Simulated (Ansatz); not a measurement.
## Random displacements in ZnS

Method: DFT r2SCAN, scalar-relativistic, plane waves, PAW in Ansatz 0.2.0. Settings: plane waves to 500 eV, k-mesh 4×4×4 (Γ-centred), Gaussian smearing 0.05 eV. No spin polarisation. Energies are free energies at this smearing, counted from the undisturbed cell; pressure is positive in compression.

Reference structure (as given, not relaxed at this level):

```
Zn S
1.0
     5.40930    0.00000    0.00000
     0.00000   -5.40930    0.00000
     0.00000    0.00000   -5.40930
Zn S
4 4
Direct
  0.00000 0.50000 0.50000
  0.50000 0.00000 0.50000
  0.50000 0.50000 0.00000
  0.00000 0.00000 0.00000
  0.75000 0.75000 0.75000
  0.25000 0.25000 0.75000
  0.25000 0.75000 0.25000
  0.75000 0.25000 0.25000
```

The atoms are displaced (Å, in the unstrained cell):

```tsv
atom	ux	uy	uz
Zn1	-0.128	-0.062	-0.260
Zn2	-0.003	0.026	0.093
Zn3	0.149	0.045	0.058
Zn4	-0.091	0.065	-0.084
S5	0.099	-0.265	-0.170
S6	-0.009	0.141	0.022
S7	-0.242	0.110	0.357
S8	0.224	-0.061	-0.016
```

The cell is not strained.

(1) What are the energy change, the stress and the forces?

## Answers

(1) ΔE = 270.5 meV/atom; stress (xx, yy, zz, yz, xz, xy; compression positive) (2.32, 2.91, 2.19, 1.21, -3.71, 1.01) GPa; gap on the mesh 2.15 eV.
| atom | Fx (eV/Å) | Fy | Fz |
| --- | --- | --- | --- |
| Zn1 | 0.96 | 0.05 | 0.50 |
| Zn2 | -0.24 | -0.01 | 0.45 |
| Zn3 | -0.63 | 0.07 | -0.05 |
| Zn4 | 1.54 | -3.36 | -0.80 |
| S5 | -3.35 | 2.88 | 3.60 |
| S6 | 0.47 | -1.09 | 0.13 |
| S7 | 3.12 | 1.72 | -3.26 |
| S8 | -1.86 | -0.25 | -0.57 |

Cost: 1 run of about 1.8 core-minutes, on Intel Xeon Processor @ 2.50GHz (Skylake/Cascade Lake) (shared hosts).